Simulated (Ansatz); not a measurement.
The system is CdS.

```
CELL_PARAMETERS angstrom
0.00000 2.75324 2.75324
2.75324 0.00000 2.75324
2.75324 2.75324 0.00000
ATOMIC_POSITIONS crystal
Cd 0.00000 0.00000 0.00000
S 0.50000 0.50000 0.50000
```

Measurements of this composition are mostly on another form, of space group No. 186.

* Program: Ansatz 0.2.0
* Task: relaxation of cell and atoms
* Functional: PBEsol
* Dispersion: D4
* Potentials or basis: Ansatz PAW
* Cutoff: 420 eV
* Density cutoff: 1680 eV
* k mesh: 7 × 7 × 7
* Occupations: fixed
* Spin: no spin polarisation

At the start: pressure -6.0 GPa; volume 20.87 Å³/atom.

Task: How do energy, volume and symmetry change on relaxing?

Result: Over 4 steps the energy falls by 32.7 meV/atom and the volume is 19.26 Å³/atom (-7.7 %); space group Fm-3m (No. 225, to 0.05 Å).

The path:
| step | energy change (eV) | largest force (eV/Å) | pressure (GPa) | volume (Å³) |
| --- | --- | --- | --- | --- |
| 1 | 0.0000 | 0.0000 | -5.97 | 41.74 |
| 2 | -0.0235 | 0.0000 | -4.93 | 41.05 |
| 3 | -0.0647 | 0.0000 | 0.72 | 38.19 |
| 4 | -0.0654 | 0.0000 | -0.06 | 38.52 |

Final structure:
```cif
data_structure
_symmetry_space_group_name_H-M 'P 1'
_symmetry_Int_Tables_number 1
_cell_length_a 3.7908
_cell_length_b 3.7908
_cell_length_c 3.7908
_cell_angle_alpha 60.000
_cell_angle_beta 60.000
_cell_angle_gamma 60.000
_cell_volume 38.52
loop_
_atom_site_label
_atom_site_type_symbol
_atom_site_fract_x
_atom_site_fract_y
_atom_site_fract_z
_atom_site_occupancy
Cd1 Cd 0.00000 0.00000 0.00000 1
S1 S 0.50000 0.50000 0.50000 1
```
